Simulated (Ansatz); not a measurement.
Below is a relaxed structure of LiH. The cell was found from a structure generator's guess, not taken from experiment.

Level of theory: DFT PBE, scalar-relativistic, plane waves, PAW (Ansatz). Cutoff 420 eV, Γ-centred mesh, Gaussian smearing, no spin polarisation.

This is a two-dimensional sheet: the third axis spans vacuum and isn't periodic.

```
Li H
1.0
     2.69054    0.00000    0.00000
     0.00000    2.69054    0.00000
     0.00000    0.00000   23.80000
Li H
1 1
Direct
  0.50000 0.50000 0.29412
  0.00000 0.00000 0.29412
```

Formation energies are uncorrected and refer to the elements' standard structures at the same level (H₂ as a molecule).

Problem. What layer group does it have?

Solution. p4/mmm (No. 61). In-plane cell: a = 2.691 Å, b = 2.691 Å, γ = 90.0°, thickness 0.00 Å between the outermost nuclei. Li at height 0.00 Å has 4 H at 1.90 Å; H at height 0.00 Å has 4 Li at 1.90 Å.

Problem. What is its formation energy per atom?

Solution. −0.240 eV/atom. Whether it is stable depends on the other phases of the system, which aren't compared here.

Problem. Is it a metal?

Solution. No, the gap on the 10×10×1 mesh is 1.15 eV.

The last run used a 10×10×1 mesh for its 2-atom cell and Gaussian smearing of 0.02 eV. Kohn–Sham gaps at this level usually fall short of measured ones. With hydrogen, zero-point motion can shift formation energies by some tens of meV/atom. A later test with randomly moved atoms came back to the same energy, though modes that don't fit the test's cell weren't probed.
